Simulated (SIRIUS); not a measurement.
## TiO2 under changes of volume

One of the cells (10.435 Å³/atom); the others are scaled copies at fixed shape and fractional positions:

```
Ti O
1.0
     4.59984    0.00000    0.00000
     0.00000    4.59984    0.00000
     0.00000    0.00000    2.95921
Ti O
2 4
Direct
  0.00000 0.00000 0.50000
  0.50000 0.50000 0.00000
  0.30432 0.30432 0.50000
  0.19568 0.80432 0.00000
  0.80432 0.19568 0.00000
  0.69568 0.69568 0.50000
```

The cell is a database's computed one.

| Quantity | Value |
| --- | --- |
| Program | SIRIUS 7.12.0 |
| Functional | PBEsol |
| Potentials or basis | PseudoDojo 0.4.1 PBEsol standard (scalar relativistic) |
| Cutoff | 1152 eV |
| Density cutoff | 4606 eV |
| k mesh | 6 × 6 × 9 |
| Occupations | fermi-dirac, width 0.05 eV |
| Spin | no spin polarisation |

```csv
volume (Å³/atom),energy over the lowest point (meV/atom),pressure (GPa),gap on the mesh (eV),largest force (eV/Å)
9.809,18.70,13.1,2.00,0.225
10.018,?,?,?,?
10.227,0.00,1.6,1.90,0.011
10.435,1.15,-3.3,1.85,0.084
10.644,8.37,-7.7,1.80,0.173
10.853,21.02,-11.7,1.75,0.256
11.062,38.58,-15.3,1.71,0.333
```

Q: What does the run at 10.018 Å³/atom give?

A: Energy over the lowest point 5.60 meV/atom; pressure 7.0 GPa; gap on the mesh 1.95 eV; largest force 0.114 eV/Å.

Worked out: A Birch-Murnaghan fit of order 3 (a polynomial in V^(-2/3)) to the other rows has its minimum at 10.29 Å³/atom with B0 = V·E''(V) = 246 GPa and B' = 4.3 at fixed shape and positions, which overstates the stiffness. It gives 5.58 meV/atom at 10.018 Å³/atom, against the run's 5.60, and -dE/dV = 7.1 GPa, against 7.0. A straight line through the other rows of the gap, of slope -2.44 eV per unit of ln V, gives 1.95 eV, against the run's 1.95.

Energies are extrapolated to zero smearing.

Caveats: an odd mesh through Γ misses points on the zone boundary, where band edges often lie.
